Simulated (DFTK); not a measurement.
Set up this calculation in DFTK 0.8.2, as the native input.

| Quantity | Value |
| --- | --- |
| Task | single point |
| Functional | PBE0 |
| Potentials or basis | SG15 1.2 (PBE) |
| Cutoff | 1225 eV |
| k mesh | 2 × 2 × 2 |
| Occupations | fermi-dirac, width 0.05 eV |
| Spin | no spin polarisation |
| Valence electrons | As 5, Ga 13 |
| SCF tolerance on the density | 1e-05 |
| Symmetries used | no |

The structure of GaAs lies in GaAs.cif:

```cif
data_GaAs
_cell_length_a 3.99776961
_cell_length_b 3.99776961
_cell_length_c 3.99776961
_cell_angle_alpha 60.00000000
_cell_angle_beta 60.00000000
_cell_angle_gamma 60.00000000
_space_group_name_H-M_alt 'P1'
_space_group_name_Hall 'P 1'
_space_group_IT_number 1
loop_
_space_group_symop_operation_xyz
'x,y,z'
loop_
_atom_site_label
_atom_site_type_symbol
_atom_site_symmetry_multiplicity
_atom_site_Wyckoff_symbol
_atom_site_fract_x
_atom_site_fract_y
_atom_site_fract_z
_atom_site_occupancy
As1 As 1 a 0.7500000000 0.7500000000 0.7500000000 1
Ga1 Ga 1 a 0.0000000000 0.0000000000 0.0000000000 1
```

The input as run:

run.jl

```julia
using DFTK
using PseudoPotentialData
using Unitful, UnitfulAtomic
using LinearAlgebra, Printf
include("save.jl")
disable_threading()

lines = readlines("GaAs.cif")
tag(name) = parse(Float64, split(only(filter(startswith(name), lines)))[2])
a, b, c = tag.(["_cell_length_a", "_cell_length_b", "_cell_length_c"])
α, β, γ = deg2rad.(tag.(["_cell_angle_alpha", "_cell_angle_beta", "_cell_angle_gamma"]))
cx, cy  = cos(β), (cos(α) - cos(β) * cos(γ)) / sin(γ)
lattice = austrip(1u"Å") * [a b*cos(γ) c*cx; 0 b*sin(γ) c*cy; 0 0 c*sqrt(1 - cx^2 - cy^2)]
sites     = split.(lines[findlast(startswith("_atom_site_"), lines)+1:end])
symbols   = [Symbol(s[2]) for s in sites]
positions = [parse.(Float64, s[5:7]) for s in sites]
pseudopotentials = Dict(:As => "As.upf", :Ga => "Ga.upf")
elements = Dict(s => ElementPsp(s, pseudopotentials; rcut=10.0) for s in unique(symbols))
atoms    = [elements[s] for s in symbols]

build_model(lattice, positions; symmetries=false) =
    model_DFT(lattice, atoms, positions;
              functionals=PBE0(),
              temperature=austrip(0.05u"eV"),
              smearing=Smearing.FermiDirac(),
              symmetries)
Ecut  = 45.0  # hartree
kgrid = [2, 2, 2]
tol   = 1e-5
to_GPa = ustrip(uconvert(u"GPa", 1u"hartree/bohr^3"))

model = build_model(lattice, positions)
basis = PlaneWaveBasis(model; Ecut, kgrid, use_symmetries_for_kpoint_reduction=false)
display(basis)
# start from PBE orbitals
model_pbe  = model_DFT(model.lattice, atoms, model.positions; functionals=PBE(), model.temperature, model.smearing, symmetries=false)
basis_pbe  = PlaneWaveBasis(model_pbe; Ecut, kgrid, basis.fft_size, use_symmetries_for_kpoint_reduction=false)
scfres_pbe = self_consistent_field(basis_pbe; tol=1e-4, nbandsalg=AdaptiveBands(model_pbe; n_bands_converge=14))
scfres = self_consistent_field(basis;
                               tol,
                               nbandsalg=AdaptiveBands(model; n_bands_converge=14),
                               scfres_pbe.ρ,
                               scfres_pbe.ψ,
                               scfres_pbe.occupation,
                               scfres_pbe.eigenvalues,
                               solver=ScfDampingSolver(),
                               exxalg=AceExx(; sketch_with_extra_orbitals=true))
display(scfres.energies)
@printf "Fermi level: %.6f eV\n" ustrip(auconvert(u"eV", something(scfres.εF, NaN)))
forces = compute_forces_cart(scfres)
println("Forces (eV/Å)")
for (s, f) in zip(symbols, forces)
    @printf "%-3s %12.6f %12.6f %12.6f\n" s ustrip.(auconvert.(u"eV/Å", f))...
end
println("Levels at the first k-point (eV): ", round.(ustrip.(auconvert.(u"eV", scfres.eigenvalues[1][1:scfres.n_bands_converge])); digits=4))
save_scf!(scfres; forces)
```

Potentials or basis: SG15 1.2 (PBE).

Command:

```console
$ julia --threads=1 run.jl  # save.jl only writes the numbers to a file and isn't shown; printed stress counts tension as positive; times include loading and compiling
```

Results of the run:

- Band gap on the k mesh: 2.36 eV, direct

Caveat: the k mesh is coarse (spacing up to 0.96 Å⁻¹), so the values aren't converged, least of all with exact exchange; the potentials were made for another functional, which shifts forces and pressure.

It took 12 min on 1 thread of Intel(R) Xeon(R) 6975P-C (Granite Rapids) (shared host), peak memory 2.1 GiB.
